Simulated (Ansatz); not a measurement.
# HfN (Pm-3m) in Ansatz: notebook

The runs below take HfN through band structure, single point, equation of state, with LDA+U, PBE.

All numbers are computed with Ansatz 0.2.0; they aren't measurements. Logs are shortened: lines on timing, memory, paths and dates and some standing lists are left out, and cuts for length are marked.

**1. The crystal as given**

Symmetry: Pm-3m, No. 221, cubic system. Conventional cell: a = 2.825 Å, b = 2.825 Å, c = 2.825 Å, α = 90.00°, β = 90.00°, γ = 90.00°. Around Hf (site symmetry m-3m) lie 8 N at 2.45 Å. Around N (site symmetry m-3m) lie 8 Hf at 2.45 Å.

The cell was built by a generator and needn't be a form met in nature.

**2. Band structure, LDA+U**

The input, input.yaml:

```yaml
crystal:
  lattice:
    - [2.82503, 0.0, 0.0]
    - [0.0, 2.82503, 0.0]
    - [0.0, 0.0, 2.82503]
  atoms:
    - { symbol: Hf, position: [0.5, 0.5, 0.5] }
    - { symbol: "N", position: [0.0, 0.0, 0.0] }
hamiltonian:
  xc: lda
  pseudopotentials: { kind: paw }
  hubbard: { sites: [{ species: Hf, l: d, u_eff: 4.0 }] }
kpoints:
  mp_grid: { grid: [9, 9, 9] }
  band_path:
    path:
      - [[0.0, 0.0, 0.0], [0.0, 0.5, 0.0], [0.5, 0.5, 0.0], [0.0, 0.0, 0.0], [0.5, 0.5, 0.5], [0.0, 0.5, 0.0]]
      - [[0.5, 0.5, 0.0], [0.5, 0.5, 0.5]]
    npoints: 14
scf:
  occupations: { method: fermi_dirac, width: 0.05 }
  n_extra_bands: 6
output:
  forces: true
  stress: true
  eigenvalues: true
  fatbands: false
```

Potentials or basis: Ansatz PAW.

Command:

```bash
$ ansatz run input.yaml --threads 2 --pin off --max-ram 5632MiB --backend cpu --events-out ev --progress --plain --runs-dir out
```

The log of the run:

```text
Warning: RAYON_NUM_THREADS=2 ignored (pool sized by the plan → 2); use --threads N
Hf: projections on atomic orbitals take those of the free atom [Kr 4d10] 4f14 5s2 5p6 5d2 6s2, of charge +0.00 (hamiltonian.pseudopotentials.projection_atoms); the dataset's partial waves leave at most 4.9e-5 of an orbital's norm unspanned inside its sphere
N: projections on atomic orbitals take those of the free atom [He] 2s2 2p3, of charge +0.00 (hamiltonian.pseudopotentials.projection_atoms); the dataset's partial waves leave at most 9.3e-9 of an orbital's norm unspanned inside its sphere
scf.n_extra_bands = 6 over 16 filled bands (N_el = 31.0): the run solves 22 bands
Engine: ansatz 0.2.0, x86_64-unknown-linux-gnu
Pseudopotentials: kind: paw
Pseudopotential: Hf, paw, valence charge 26, recommended cutoff 420 eV (normal), Hf.paw.azcp
Pseudopotential: N, paw, valence charge 5, recommended cutoff 420 eV (normal), N.paw.azcp
Functional definition: SPW92
  exchange = slater_x
  correlation = pw_c
Crystal: 2 atoms, lattice volume = 22.546 Å³
Basis set: ecut = 420 eV, 461 PW (Γ)
Bands: 22, of which v1, the nominal top of the filled ones, is band 16 counted from 1 (15 counted from 0)
Symmetry: 48 space group operations
Space group: Pm-3m (ITA 221), of the structure as read, at distance tolerance 2.8e-5 Å
k-points: 35 of 729
Non-local potential: Hf, projectors of the file, l = 0: 3, l = 1: 2, l = 2: 2, l = 3: 3
Non-local potential: N, projectors of the file, l = 0: 2, l = 1: 2, l = 2: 1
PAW form: soft (Blöchl's): semilocal exchange-correlation on the pseudo side does not see the compensation charge
PAW frozen core: Hf, regenerated for the run's functional, and the local potential with it (the file was generated under x = pbe(κ = 0.804, μ = 0.2195149727645171), c = pbe(β = 0.06672455060314922))
PAW frozen core: N, regenerated for the run's functional, and the local potential with it (the file was generated under x = pbe(κ = 0.804, μ = 0.2195149727645171), c = pbe(β = 0.06672455060314922))
PAW one-centre angular grid: Hf, 590 points (default); XC on 64 Gauss nodes
PAW one-centre angular grid: N, 110 points (default); XC on 64 Gauss nodes
Initial density: superposition of atomic densities (chi_scale 0.1, normalization cell, long waves kept (reshape's long-wave potential 0.00 eV rms))
Initial wavefunctions: pseudopotential atomic-orbital guess
Functional: x = slater, c = lda
iter 1 solved again at ethr=5.62e-4 eV; its pass at ethr=3.10e-3 eV (dr2=1.74e-1 eV) is discarded
SCF iter   1: F=—  HF=-15848.431463 eV  |F-HF|=—  |Δ(HF+E_count)|=         —  Δρ=4.50e-2  dr2=1.74e-1  ethr=5.62e-4  ⟨swp⟩=1.2  Hψ=4158  notcnv=0
preconditioner: auto → none  [insulator: Δε(μ)=0.207 eV  Ē_g=21.310 eV  σ=0.050 eV  W_gap=0.67  n_scr=6 (ndim 8)  ℏωp=42.1 eV  f_vac=0.000  D(μ)=0.76/eV (n_scr^D=6)  ε∞_Penn≈4.9]
SCF iter   2: F=—  HF=-15848.567204 eV  |F-HF|=—  |Δ(HF+E_count)|=   1.36e-1  Δρ=2.97e-2  dr2=1.00e-1  ethr=5.62e-4  ⟨swp⟩=2.4  Hψ=1105  notcnv=0
SCF iter   3: F=—  HF=-15848.618294 eV  |F-HF|=—  |Δ(HF+E_count)|=   5.11e-2  Δρ=1.75e-2  dr2=7.68e-2  ethr=3.23e-4  ⟨swp⟩=2.9  Hψ=1516  notcnv=0  defer=26
SCF iter   4: F=—  HF=-15848.611843 eV  |F-HF|=—  |Δ(HF+E_count)|=   6.45e-3  Δρ=1.44e-3  dr2=5.45e-4  ethr=2.48e-4  ⟨swp⟩=2.2  Hψ=1110  notcnv=0  defer=31
SCF iter   5: F=—  HF=-15848.611766 eV  |F-HF|=—  |Δ(HF+E_count)|=   7.65e-5  Δρ=6.14e-4  dr2=3.61e-5  ethr=1.76e-6  ⟨swp⟩=2.0  Hψ=1315  notcnv=0  defer=31
SCF iter   6: F=—  HF=-15848.611764 eV  |F-HF|=—  |Δ(HF+E_count)|=   2.79e-6  Δρ=1.51e-4  dr2=4.14e-6  ethr=1.16e-7  ⟨swp⟩=2.4  Hψ=1317  notcnv=0  defer=31
SCF iter   7: F=-15848.611764 eV  HF=-15848.611764 eV  |F-HF|=9.23e-9  |Δ(HF+E_count)|=   1.79e-7  Δρ=2.05e-5  dr2=9.86e-8  ethr=3.23e-10  ⟨swp⟩=6.5  Hψ=3550  notcnv=0
SCF 1 converged in 7 iterations: F = -15848.611764 eV  dr2 = 9.86e-8
NSCF: frozen V_eff on 86 k-points
SCF converged after 7 iterations
Free energy (F): -15848.611764 eV
Harris-Foulkes:  -15848.611764 eV  (|F-HF|=9.23e-9)
Internal energy: -15848.601235 eV  (E = F + TS)
E sigma→0 (E₀):  -15848.606499 eV
Entropy (-TS):   -0.010529 eV (-5.264 meV/atom)
Fermi energy:    23.287556 eV
--- Per-component energies (eV) ---
  E_band       = 182.946088
  E_kinetic    = 556.273295
  E_local      = -4686.191396  (includes V_loc(G=0)·N_el)
  E_nonlocal   = -1185.670471
  E_hartree    = 2222.508263
  E_xc         = -358.416194
  E_vxc        = -344.486758  (∫ρ·V_xc dr)
  E_hubbard    = 3.958771  (on-site DFT+U / exact-exchange correction)
  E_vhub       = 2.308958  (the Hubbard potential's part of the band-sum identity)
  E_paw        = -6803.220540  (= ΣΔE_a)
  E_vpaw       = 1395.704164  (= ΣTr[D̂ρ^β])
  E_aug_tail   = 0.000084  (compensation charges beyond the density's cutoff)
  E_ewald      = -5600.380333
  E_core_change = 2.537287  (= ΣΔE_core)
  E_smearing   = -0.010529  (= −TS)
  E_closure    = 0.000000  (closes the sum)
  Σ components = -15848.611764   (vs F -15848.611764, Δ=0.00e0)
--- Forces (eV/Å), atoms counted from 1 ---
  atom   1  Hf    -0.00000000     0.00000000    -0.00000000
  atom   2  N      0.00000000    -0.00000000     0.00000000
  max |Σ_I F_I| component: 1.43e-29 eV/Å
--- Stress (GPa, compression-positive) ---
       -8.488110       0.000000      -0.000000
        0.000000      -8.488110       0.000000
        0.000000       0.000000      -8.488110
  P = ⅓ Tr σ = -8.4881 GPa (-84.881 kbar)
--- Band table (eV; the first three rows and the last of 35) ---
  k-point 0: bands = ["-39.3279", "-7.4792", "-7.4792", "-7.4792", "7.2036", "10.7873", "10.7873", "10.7873", "10.8318", "10.8318", "10.8318", "10.8389", "20.8782", "20.8782", "22.1829", "22.1829", "22.1829", "26.3552", "30.0532", "30.0532", "30.0532", "41.4463"]
  k-point 1: bands = ["-39.3169", "-7.6456", "-7.4638", "-7.4638", "7.4448", "10.7824", "10.7917", "10.7917", "10.8170", "10.8367", "10.8371", "10.8371", "20.1540", "20.9970", "22.0204", "22.0204", "22.5964", "27.1675", "30.0727", "30.0727", "30.1181", "39.4402"]
  k-point 2: bands = ["-39.2833", "-8.0520", "-7.4251", "-7.4251", "8.0853", "10.7702", "10.7915", "10.8006", "10.8006", "10.8311", "10.8535", "10.8535", "18.4637", "21.3172", "21.6091", "21.6091", "24.2220", "28.6591", "30.1855", "30.1855", "30.2875", "36.8239"]
  k-point 34: bands = ["-39.0761", "-8.3470", "-8.3381", "-8.3381", "9.9984", "10.7981", "10.7993", "10.7993", "10.8556", "10.8556", "10.8587", "11.5944", "16.9375", "16.9375", "17.2691", "29.8267", "30.3820", "30.3820", "31.4234", "31.4234", "32.7611", "34.5998"]
Occupation matrices written to <dir>
```

Run time: 2.3 s. Hardware: 2 threads of Intel Xeon at 2.70GHz, shared host; peak memory 0.32 GiB.

What came out:

| Item | Value |
| --- | --- |
| Free energy | -15848.6118 eV |
| Pressure | -8.5 GPa |
| Band gap on the k mesh | none (metal or under the smearing width) |

Levels at the corners of the path, in eV from the Fermi level:
| point | band 12 | band 13 | band 14 | band 15 | band 16 | band 17 | band 18 | band 19 | band 20 | band 21 |
| --- | --- | --- | --- | --- | --- | --- | --- | --- | --- | --- |
| Γ | -12.45 | -2.41 | -2.41 | -1.10 | -1.10 | -1.10 | 3.07 | 6.77 | 6.77 | 6.77 |
| X | -12.38 | -7.86 | -2.48 | -2.48 | -1.22 | 5.60 | 7.36 | 7.37 | 7.37 | 9.07 |
| M | -12.38 | -4.10 | -4.10 | -1.50 | -0.50 | 2.85 | 3.54 | 3.54 | 9.13 | 12.36 |
| Γ | -12.45 | -2.41 | -2.41 | -1.10 | -1.10 | -1.10 | 3.07 | 6.77 | 6.77 | 6.77 |
| R | -11.54 | -6.50 | -6.50 | -6.50 | 7.94 | 7.94 | 7.94 | 9.13 | 9.13 | 9.13 |
| X | -12.38 | -7.86 | -2.48 | -2.48 | -1.22 | 5.60 | 7.36 | 7.37 | 7.37 | 9.07 |
| M | -12.38 | -4.10 | -4.10 | -1.50 | -0.50 | 2.85 | 3.54 | 3.54 | 9.13 | 12.36 |
| R | -11.54 | -6.50 | -6.50 | -6.50 | 7.94 | 7.94 | 7.94 | 9.13 | 9.13 | 9.13 |

Eigenvalues of the final occupation matrices:
```csv
site,spin,trace,eigenvalues
site 1,1,1.40,0.23 0.23 0.23 0.36 0.36
```

Caveat: the pressure holds a Pulay correction of +0.5 GPa for the finite cutoff; spin-orbit coupling is left out, which moves the levels of the heavy elements; U without spin polarisation on a metal has little footing; the PAW data sets come from PBE, with cores solved anew for the run's functional, which leaves a small shift of forces and pressure.

**3. Single point, PBE, 10.60 Å³/atom (volume scaled by 0.94)**

The input, input.yaml:

```yaml
crystal:
  lattice:
    - [2.7673601447, 0.0, 0.0]
    - [0.0, 2.7673601447, 0.0]
    - [0.0, 0.0, 2.7673601447]
  atoms:
    - { symbol: Hf, position: [0.5, 0.5, 0.5] }
    - { symbol: "N", position: [0.0, 0.0, 0.0] }
hamiltonian:
  xc: pbe
  pseudopotentials: { kind: paw }
kpoints:
  mp_grid: { grid: [9, 9, 9] }
scf:
  occupations: { method: fermi_dirac, width: 0.05 }
output:
  forces: true
  stress: true
  eigenvalues: true
```

Potentials or basis: Ansatz PAW.

Command:

```bash
$ ansatz run input.yaml --threads 2 --pin off --max-ram 5632MiB --backend cpu --events-out ev --progress --plain --runs-dir out
```

It took 0.8 s on 2 threads of Intel Xeon at 2.70GHz, shared host; peak memory 0.31 GiB.

It converged, with:

```
Free energy            : -16106.6463 eV
Pressure               : 16.7 GPa
Band gap on the k mesh : none (metal or under the smearing width)
```

Caveat: the pressure holds a Pulay correction of +0.4 GPa for the finite cutoff.

**4. Single point, PBE, 10.82 Å³/atom (volume scaled by 0.96)**

input.yaml: that of step 3 with these lines changed.

```diff
@@ -2,5 +2,5 @@
   lattice:
-    - [2.7673601447, 0.0, 0.0]
-    - [0.0, 2.7673601447, 0.0]
-    - [0.0, 0.0, 2.7673601447]
+    - [2.7868492385, 0.0, 0.0]
+    - [0.0, 2.7868492385, 0.0]
+    - [0.0, 0.0, 2.7868492385]
   atoms:
@@ -19 +19,5 @@
   eigenvalues: true
+  write_density: true
+  write_potential: true
+  elf: true
+  volumetric_format: npy
```

Command:

```bash
$ ansatz run input.yaml --threads 2 --pin off --max-ram 5632MiB --backend cpu --events-out ev --progress --plain --runs-dir out
```

Run time: 1.1 s. Hardware: 2 threads of Intel Xeon at 2.70GHz, shared host; peak memory 0.32 GiB.

The run converged. Its results:

```
Free energy            : -16106.6845 eV
Pressure               : 10.6 GPa
Band gap on the k mesh : none (metal or under the smearing width)
```

Caveat: the pressure holds a Pulay correction of +0.4 GPa for the finite cutoff.

**5. Single point, PBE, 11.05 Å³/atom (volume scaled by 0.98)**

input.yaml: that of step 4 with these lines changed.

```diff
@@ -2,5 +2,5 @@
   lattice:
-    - [2.7868492385, 0.0, 0.0]
-    - [0.0, 2.7868492385, 0.0]
-    - [0.0, 0.0, 2.7868492385]
+    - [2.8060694958, 0.0, 0.0]
+    - [0.0, 2.8060694958, 0.0]
+    - [0.0, 0.0, 2.8060694958]
   atoms:
```

Command:

```bash
$ ansatz run input.yaml --threads 2 --pin off --max-ram 5632MiB --backend cpu --events-out ev --progress --plain --runs-dir out
```

Wall time 1.1 s (2 threads of Intel Xeon at 2.70GHz, shared host); peak memory 0.32 GiB.

The run converged. Its results:

```yaml
Free_energy: -16106.7063 eV
Pressure: 5.1 GPa
Band_gap_on_the_k_mesh: none (metal or under the smearing width)
```

Caveat: the pressure holds a Pulay correction of +0.4 GPa for the finite cutoff.

**6. Single point, PBE, 11.27 Å³/atom**

The input, input.yaml:

```yaml
crystal:
  lattice:
    - [2.82503, 0.0, 0.0]
    - [0.0, 2.82503, 0.0]
    - [0.0, 0.0, 2.82503]
  atoms:
    - { symbol: Hf, position: [0.5, 0.5, 0.5] }
    - { symbol: "N", position: [0.0, 0.0, 0.0] }
hamiltonian:
  xc: pbe
  pseudopotentials: { kind: paw }
kpoints:
  mp_grid: { grid: [9, 9, 9] }
scf:
  occupations: { method: fermi_dirac, width: 0.05 }
output:
  forces: true
  stress: true
  eigenvalues: true
```

Potentials or basis: Ansatz PAW.

Command:

```bash
$ ansatz run input.yaml --threads 2 --pin off --max-ram 5632MiB --backend cpu --events-out ev --progress --plain --runs-dir out
```

It took 0.85 s on 2 threads of Intel Xeon at 2.70GHz, shared host; peak memory 0.32 GiB.

The run converged. Its results:

```
Free energy            : -16106.7135 eV
Pressure               : 0.1 GPa
Band gap on the k mesh : none (metal or under the smearing width)
```

Caveat: the pressure holds a Pulay correction of +0.4 GPa for the finite cutoff.

**7. Single point, PBE, 11.50 Å³/atom (volume scaled by 1.02)**

input.yaml: that of step 6 with these lines changed.

```diff
@@ -2,5 +2,5 @@
   lattice:
-    - [2.82503, 0.0, 0.0]
-    - [0.0, 2.82503, 0.0]
-    - [0.0, 0.0, 2.82503]
+    - [2.8437393532, 0.0, 0.0]
+    - [0.0, 2.8437393532, 0.0]
+    - [0.0, 0.0, 2.8437393532]
   atoms:
```

Command:

```bash
$ ansatz run input.yaml --threads 2 --pin off --max-ram 5632MiB --backend cpu --events-out ev --progress --plain --runs-dir out
```

It took 0.88 s on 2 threads of Intel Xeon at 2.70GHz, shared host; peak memory 0.32 GiB.

Results (log left out):

```
Free energy            : -16106.7075 eV
Pressure               : -4.3 GPa
Band gap on the k mesh : none (metal or under the smearing width)
```

Caveat: the pressure holds a Pulay correction of +0.4 GPa for the finite cutoff.

**8. Single point, PBE, 11.72 Å³/atom (volume scaled by 1.04)**

input.yaml: that of step 7 with these lines changed.

```diff
@@ -2,5 +2,5 @@
   lattice:
-    - [2.8437393532, 0.0, 0.0]
-    - [0.0, 2.8437393532, 0.0]
-    - [0.0, 0.0, 2.8437393532]
+    - [2.8622057106, 0.0, 0.0]
+    - [0.0, 2.8622057106, 0.0]
+    - [0.0, 0.0, 2.8622057106]
   atoms:
```

Command:

```bash
$ ansatz run input.yaml --threads 2 --pin off --max-ram 5632MiB --backend cpu --events-out ev --progress --plain --runs-dir out
```

Run time: 0.81 s. Hardware: 2 threads of Intel Xeon at 2.70GHz, shared host; peak memory 0.32 GiB.

It converged, with:

```
Free energy            : -16106.6894 eV
Pressure               : -8.3 GPa
Band gap on the k mesh : none (metal or under the smearing width)
```

Caveat: the pressure holds a Pulay correction of +0.4 GPa for the finite cutoff.

**9. Single point, PBE, 11.95 Å³/atom (volume scaled by 1.06)**

input.yaml: that of step 8 with these lines changed.

```diff
@@ -2,5 +2,5 @@
   lattice:
-    - [2.8622057106, 0.0, 0.0]
-    - [0.0, 2.8622057106, 0.0]
-    - [0.0, 0.0, 2.8622057106]
+    - [2.8804368117, 0.0, 0.0]
+    - [0.0, 2.8804368117, 0.0]
+    - [0.0, 0.0, 2.8804368117]
   atoms:
```

Potentials or basis: Ansatz PAW.

Command:

```bash
$ ansatz run input.yaml --threads 2 --pin off --max-ram 5632MiB --backend cpu --events-out ev --progress --plain --runs-dir out
```

It took 0.99 s on 2 threads of Intel Xeon at 2.70GHz, shared host; peak memory 0.32 GiB.

Results (log left out):

```yaml
Free_energy: -16106.6608 eV
Pressure: -11.9 GPa
Band_gap_on_the_k_mesh: none (metal or under the smearing width)
```

Caveat: the pressure holds a Pulay correction of +0.4 GPa for the finite cutoff.

**10. Equation of state, PBE**

Potentials or basis: Ansatz PAW.

No new run: the results of the series are fitted here.

Results:

- Equilibrium volume: 11.28 Å³/atom
- Bulk modulus: 234 GPa
- Pressure derivative of the bulk modulus: 4.2

Energy against volume, from the lowest point:
```tsv
volume (Å³/atom)	energy (meV/atom)
10.597	33.61
10.822	14.52
11.048	3.62
11.273	0.00
11.498	3.02
11.724	12.05
11.949	26.36
```

Spin-orbit coupling is left out, which matters for the levels of Hf.
